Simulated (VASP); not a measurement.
# Ni (Im-3m) in VASP: further runs

Runs on Ni. Level: PBE. Tasks: single point.

Everything below comes from runs of VASP 6.6.1. Logs are shortened: lines on timing, memory, paths and dates and some standing lists are left out, and cuts for length are marked.

## (1) The structure

Symmetry: Im-3m, No. 229, cubic system. Conventional cell: a = 2.767 Å, b = 2.767 Å, c = 2.767 Å, α = 90.00°, β = 90.00°, γ = 90.00°. Ni (site symmetry m-3m) has 8 Ni at 2.40 Å as nearest neighbours.

This isn't the form of Ni at room conditions, which is fcc.

## (2) Single point, PBE, collinear spin, typed start (volume scaled by 1.04)

Contents of INCAR:

```
  PREC = Accurate
  ENCUT = 520
  EDIFF = 1E-7
  ISMEAR = -1
  SIGMA = 0.05
  LREAL = False
  LASPH = True
  NELM = 150
  ALGO = Normal
  ISIF = 2
  LWAVE = False
  LCHARG = False
  ISPIN = 2
  MAGMOM = 1
  LORBIT = 11
  LMAXMIX = 4
  GGA = PE
  NBANDS = 15
```

Contents of KPOINTS:

```
Automatic mesh
0
Gamma
  13 13 13
```

Contents of POSCAR:

```
Ni
1.0
   -1.4019243406      1.4019243406      1.4019243406
    1.4019243406     -1.4019243406      1.4019243406
    1.4019243406      1.4019243406     -1.4019243406
Ni
1
Direct
    0.0000000000      0.0000000000      0.0000000000
```

Potentials or basis: VASP PAW PBE potentials, release 64 (Ni).

Run with:

```bash
$ cat potpaw_PBE.64/Ni/POTCAR > POTCAR
$ mpirun -np 1 vasp_std > vasp.out
```

OUTCAR:

```text
PREC = Accurate
   ENCUT = 520
   EDIFF = 1E-7
   ISMEAR = -1
   LREAL = False
   LASPH = True
   NELM = 150
   ISIF = 2
   ISPIN = 2
   LORBIT = 11
   GGA = PE

 ion  position               nearest neighbor table
   1  0.000  0.000  0.000-

  LATTYP: Found a body centered cubic cell.
 ALAT       =     2.8038486812

  Lattice vectors:

 A1 = (  -1.4019243406,   1.4019243406,   1.4019243406)
 A2 = (   1.4019243406,  -1.4019243406,   1.4019243406)
 A3 = (   1.4019243406,   1.4019243406,  -1.4019243406)

Analysis of symmetry for initial positions (statically):
=====================================================================
 Subroutine PRICEL returns:
 Original cell was already a primitive cell.

 Routine SETGRP: Setting up the symmetry group for a
 body centered cubic supercell.

 Subroutine GETGRP returns: Found 48 space group operations
 (whereof 48 operations were pure point group operations)
 out of a pool of 48 trial point group operations.

The static configuration has the point symmetry O_h .

Analysis of symmetry for dynamics (positions and initial velocities):
=====================================================================
 Subroutine PRICEL returns:
 Original cell was already a primitive cell.

 Routine SETGRP: Setting up the symmetry group for a
 body centered cubic supercell.

 Subroutine GETGRP returns: Found 48 space group operations
 (whereof 48 operations were pure point group operations)
 out of a pool of 48 trial point group operations.

The dynamic configuration has the point symmetry O_h .

Analysis of structural, dynamic, and magnetic symmetry:
=====================================================================
 Subroutine PRICEL returns:
 Original cell was already a primitive cell.

 Routine SETGRP: Setting up the symmetry group for a
 body centered cubic supercell.

 Subroutine GETGRP returns: Found 48 space group operations
 (whereof 48 operations were pure point group operations)
 out of a pool of 48 trial point group operations.

The overall configuration has the point symmetry O_h .

 Subroutine INISYM returns: Found 48 space group operations
 (whereof 48 operations are pure point group operations),
 and found     1 'primitive' translations

----------------------------------------------------------------------------------------

                                     Primitive cell

  volume of cell :      11.0213

  direct lattice vectors                    reciprocal lattice vectors
    -1.401924341  1.401924341  1.401924341     0.000000000  0.356652628  0.356652628
     1.401924341 -1.401924341  1.401924341     0.356652628  0.000000000  0.356652628
     1.401924341  1.401924341 -1.401924341     0.356652628  0.356652628  0.000000000

  length of vectors
     2.428204186  2.428204186  2.428204186     0.504382983  0.504382983  0.504382983

  position of ions in fractional coordinates (direct lattice)
     0.000000000  0.000000000  0.000000000

  ion indices of the primitive-cell ions
   primitive index   ion index
                 1           1

----------------------------------------------------------------------------------------

 KPOINTS: Automatic mesh

Automatic generation of k-mesh.
 Grid dimensions read from file:
 generate k-points for:   13   13   13

 Generating k-lattice:

  Cartesian coordinates                     Fractional coordinates (reciprocal lattice)
     0.000000000  0.027434818  0.027434818     0.076923077  0.000000000  0.000000000
     0.027434818  0.000000000  0.027434818     0.000000000  0.076923077  0.000000000
     0.027434818  0.027434818  0.000000000     0.000000000  0.000000000  0.076923077

  Length of vectors
     0.038798691  0.038798691  0.038798691

  Shift w.r.t. Gamma in fractional coordinates (k-lattice)
     0.000000000  0.000000000  0.000000000

 Subroutine IBZKPT returns following result:
 ===========================================

 Found     84 irreducible k-points:

 Following reciprocal coordinates:
            Coordinates               Weight
  0.000000  0.000000  0.000000      1.000000
  0.076923  0.000000  0.000000     12.000000
  0.153846  0.000000  0.000000     12.000000
  0.230769  0.000000  0.000000     12.000000
  0.307692  0.000000  0.000000     12.000000
  0.384615  0.000000  0.000000     12.000000
[... 16 lines left out ...]
  0.153846  0.076923  0.076923     24.000000
  0.230769  0.076923  0.076923     24.000000
 [... further k-points ...]
   k-points           NKPTS =     84   k-points in BZ     NKDIM =     84   number of bands    NBANDS=     15
   number of dos      NEDOS =    301   number of ions     NIONS =      1
   total plane-waves  NPLWV =   5832
   dimension x,y,z NGX =    18 NGY =   18 NGZ =   18
   dimension x,y,z NGXF=    36 NGYF=   36 NGZF=   36
   ions per type =               1
   NGX,Y,Z   is equivalent  to a cutoff of  12.32, 12.32, 12.32 a.u.
   NGXF,Y,Z  is equivalent  to a cutoff of  24.65, 24.65, 24.65 a.u.
 SYSTEM =  unknown system
   PREC   = accura    normal or accurate (medium, high low for compatibility)
   ISTART =      0    job   : 0-new  1-cont  2-samecut
   ICHARG =      2    charge: 1-file 2-atom 10-const
   ISPIN  =      2    spin polarized calculation?
   LNONCOLLINEAR =      F non collinear calculations
   LSORBIT =      F    spin-orbit coupling
   LASPH  =      T    aspherical Exc in radial PAW
   ENCUT  =  520.0 eV  38.22 Ry    6.18 a.u.   4.51  4.51  4.51*2*pi/ulx,y,z
   NELM   =    150;   NELMIN=  2; NELMDL= -5     # of ELM steps
   EDIFF  = 0.1E-06   stopping-criterion for ELM
   LREAL  =      F    real-space projection
   EDIFFG = 0.1E-05   stopping-criterion for IOM
   NSW    =      0    number of steps for IOM
   IBRION =     -1    ionic relax: 0-MD 1-quasi-New 2-CG
   NFREE  =      0    steps in history (QN), initial steepest desc. (CG)
   ISIF   =      2    stress and relaxation
   ISYM   =      2    0-nonsym 1-usesym 2-fastsym
   POTIM  = 0.5000    time-step for ionic-motion
   TEBEG  =    0.0;   TEEND  =   0.0 temperature during run
   PSTRESS=    0.0 pullay stress
   NELECT =      10.0000    total number of electrons
   NUPDOWN=      -1.0000    fix difference up-down
   EMIN   =  10.00;   EMAX   =-10.00  energy-range for DOS
   EFERMI =   0.00;   METHOD = LEGACY
   ISMEAR =    -1;   SIGMA  =   0.05  broadening in eV -4-tet -1-fermi 0-gaus
   EFERMI_NEDOS =   21; number of points for ismear=-14 and -15
   IALGO  =     38    algorithm
   IMIX   =      4    mixing-type and parameters
     AMIX     =   0.40;   BMIX     =  1.00
     AMIX_MAG =   1.60;   BMIX_MAG =  1.00
  volume/ion in A,a.u.               =      11.02        74.38
  Fermi-wavevector in a.u.,A,eV,Ry     =   1.584882  2.994993 34.175806  2.511851
  Thomas-Fermi vector in A             =   2.684432
   LORBIT       =     11    0 simple, 1 ext, 2 COOP (PROOUT), +10 PAW based schemes
   GGA     = PE    functional components
   LHFCALC =     F    Hartree Fock is set to
   AEXX    =    0.0000 exact exchange contribution
   IVDW    =     0    specifies the selected vdW correction
   LEPSILON=     F    determine dielectric tensor
   LRPA    =     F    only Hartree local field effects (RPA)
 spin polarized calculation
  energy-cutoff  :      520.00
  volume of cell :       11.02
 maximum number of plane-waves:       321
 NGX is ok and might be reduce to    18
   NGX =  9   NGY =  9   NGZ =  9

 number of electron      10.0000000 magnetization       1.0000000

 number of electron       9.9999983 magnetization       0.5917585

 Free energy of the ion-electron system (eV)
  ---------------------------------------------------
  ext. energy  EPLUGINS =         0.00000000
  ---------------------------------------------------
  free energy    TOTEN  =        -5.38210091 eV

  energy without entropy =       -5.36751482  energy(sigma->0) =       -5.37480787

 E-fermi :   9.0653     XC(G=0): -13.1743

 val. band max:        9.0554830701   @ k =  -0.3846  -0.3846   0.1538
 cond. band min:       9.0709891787   @ k =  -0.3077   0.3846   0.0769
 fundamental gap:      0.0155061087
 Fermi energy:         9.0652722564

 spin component 1

 k-point     1 :       0.0000    0.0000    0.0000
  band No.  band energies     occupation
      1       0.2682      1.00000
      2       6.7931      1.00000
      3       6.7931      1.00000
      4       6.7931      1.00000
      5       8.1808      1.00000
      6       8.1808      1.00000
      7      35.3921      0.00000
      8      35.3921      0.00000
      9      35.3922      0.00000
     10      40.2002      0.00000
     11      40.2002      0.00000
     12      41.0533      0.00000
     13      41.0533      0.00000
     14      41.0533      0.00000
[... 401 lines left out ...]
      2       6.1154      1.00000
      3       6.4410      1.00000
      4       8.0579      1.00000
      5       8.2545      1.00000
      6       8.7971      0.99534
      7      22.0616      0.00000
      8      26.6804      0.00000
      9      27.9134      0.00000
     10      36.7819      0.00000
     11      40.1430      0.00000
     12      42.8890      0.00000
     13      44.8568      0.00000
     14      48.2922      0.00000
     15      51.2035      0.00000

 [... further k-points ...]

 spin component 2

 k-point     1 :       0.0000    0.0000    0.0000
  band No.  band energies     occupation
      1       0.2594      1.00000
      2       7.5021      1.00000
      3       7.5021      1.00000
      4       7.5021      1.00000
      5       8.7045      0.99926
      6       8.7045      0.99926
      7      35.2909      0.00000
      8      35.2909      0.00000
      9      35.2909      0.00000
     10      40.1296      0.00000
     11      40.1296      0.00000
     12      41.2509      0.00000
     13      41.2509      0.00000
     14      41.2509      0.00000
[... 401 lines left out ...]
      2       6.7609      1.00000
      3       6.9838      1.00000
      4       8.6281      0.99984
      5       8.7922      0.99577
      6       9.5107      0.00014
      7      22.2153      0.00000
      8      26.7364      0.00000
      9      28.0497      0.00000
     10      36.7622      0.00000
     11      40.2328      0.00000
     12      42.9060      0.00000
     13      44.8922      0.00000
     14      48.3577      0.00000
     15      51.3212      0.00000

 [... further k-points ...]

------------------------ aborting loop because EDIFF is reached ----------------------------------------

  FORCE on cell =-STRESS in cart. coord.  units (eV):
  Direction    XX          YY          ZZ          XY          YZ          ZX
  --------------------------------------------------------------------------------------
  -------------------------------------------------------------------------------------
  Total       -0.0272466     -0.0272466     -0.0272466      0.0000000      0.0000000     -0.0000000
  in kB       -3.9608521     -3.9608521     -3.9608521      0.0000000      0.0000000     -0.0000000
  external PRESSURE =      -3.9608521 kB  Pullay stress =       0.0000000 kB

 VOLUME and BASIS-vectors are now :
 -----------------------------------------------------------------------------
  energy-cutoff  :      520.00
  volume of cell :       11.02
      direct lattice vectors                 reciprocal lattice vectors
    -1.401924341  1.401924341  1.401924341     0.000000000  0.356652628  0.356652628
     1.401924341 -1.401924341  1.401924341     0.356652628  0.000000000  0.356652628
     1.401924341  1.401924341 -1.401924341     0.356652628  0.356652628  0.000000000

 POSITION                                       TOTAL-FORCE (eV/Angst)
 -----------------------------------------------------------------------------------
      0.00000      0.00000      0.00000         0.000000     -0.000000      0.000000
 -----------------------------------------------------------------------------------
    total drift:                                0.000000      0.000000      0.000000

  FREE ENERGIE OF THE ION-ELECTRON SYSTEM (eV)
  ---------------------------------------------------
  free  energy   TOTEN  =        -5.3821009122 eV

  energy  without entropy=       -5.3675148191  energy(sigma->0) =       -5.37480787

 total charge

# of ion       s       p       d       tot
------------------------------------------
    1        0.487   0.478   8.327   9.292

 magnetization (x)

# of ion       s       p       d       tot
------------------------------------------
    1       -0.004  -0.016   0.620   0.600
```

Run time: 17 s. Hardware: 1 thread of Intel Xeon 6975P-C (Granite Rapids), shared host; peak memory 0.13 GiB.

Results:

```yaml
Free_energy: -5.3821 eV
Pressure: -0.4 GPa
Band_gap_on_the_k_mesh: none (metal or under the smearing width)
Net_moment: 0.59 μB per cell
Site_moments: Ni +0.60 μB
Valence_electrons_inside_the_program's_atomic_spheres: Ni 9.29
```

Levels at points of the mesh, in eV from the Fermi level:
Spin up:
| k point | band 3 | band 4 | band 5 | band 6 | band 7 | band 8 |
| --- | --- | --- | --- | --- | --- | --- |
| (0.00, 0.00, 0.00) | -2.27 | -2.27 | -0.88 | -0.88 | 26.33 | 26.33 |
Spin down:
```csv
k point,band 3,band 4,band 5,band 6,band 7,band 8
"(0.00, 0.00, 0.00)",-1.56,-1.56,-0.36,-0.36,26.23,26.23
```

## (3) Single point, PBE, collinear spin, typed start

Contents of INCAR:

```
SYSTEM = Ni
ALGO = Normal ; EDIFF = 1E-7
ENCUT = 520 ; GGA = PE
ISIF = 2 ; ISMEAR = -1
ISPIN = 2 ; LASPH = .True.
LCHARG = .True. ; LELF = .True.
LMAXMIX = 4 ; LORBIT = 11
LREAL = .False. ; LVHAR = .True.
LWAVE = .False. ; MAGMOM = 1
NBANDS = 15 ; NELM = 150
PREC = Accurate ; SIGMA = 0.05
```

Contents of KPOINTS:

```
k-points
0
Gamma
  13 13 13
  0 0 0
```

Contents of POSCAR:

```
Ni
1.0
   -1.3837154700      1.3837154700      1.3837154700
    1.3837154700     -1.3837154700      1.3837154700
    1.3837154700      1.3837154700     -1.3837154700
Ni
1
Direct
    0.0000000000      0.0000000000      0.0000000000
```

Potentials or basis: VASP PAW PBE potentials, release 64 (Ni).

Run with:

```bash
$ cat potpaw_PBE.64/Ni/POTCAR > POTCAR
$ mpirun -np 1 vasp_std > vasp.out
```

Run time: 14 s. Hardware: 1 thread of Intel Xeon 6975P-C (Granite Rapids), shared host; peak memory 0.13 GiB.

Results (log left out):

| Property | Result |
| --- | --- |
| Free energy | -5.3729 eV |
| Pressure | 7.6 GPa |
| Band gap on the k mesh | none (metal or under the smearing width) |
| Net moment | 0.58 μB per cell |
| Site moments | Ni +0.58 μB |
| Valence electrons inside the program's atomic spheres | Ni 9.36 |

Levels at points of the mesh, in eV from the Fermi level:
Spin up:
```tsv
k point	band 1	band 2	band 3	band 4	band 5	band 6	band 7	band 8	band 9	band 10
(0.00, 0.00, 0.00)	-9.06	-2.35	-2.35	-2.35	-0.89	-0.89	26.75	26.75	26.75	31.82
```
Spin down:
| k point | band 2 | band 3 | band 4 | band 5 | band 6 | band 7 | band 8 | band 9 |
| --- | --- | --- | --- | --- | --- | --- | --- | --- |
| (0.00, 0.00, 0.00) | -1.66 | -1.66 | -1.66 | -0.39 | -0.39 | 26.66 | 26.66 | 26.66 |
